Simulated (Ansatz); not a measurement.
# hcp against bcc along group 15

These are results of DFT, PBE, plane waves (420 eV) with PAW, scalar-relativistic in Ansatz, not measurements.

Each structure is relaxed within its symmetry, in the lowest magnetic state of the tried starts. Differences under about 8 meV lie within the error of the k-point mesh.

| element | E(hcp) − E(bcc) (meV/atom) | V(hcp) (Å³/atom) | V(bcc) (Å³/atom) | state of hcp | state of bcc |
| --- | --- | --- | --- | --- | --- |
| As | 71 | 19.25 | 19.04 | spin not included | spin not included |
| Sb | 50 | 27.41 | 27.27 | spin not included | spin not included |
| Bi | 7 | 31.63 | 31.66 | spin not included | spin not included |
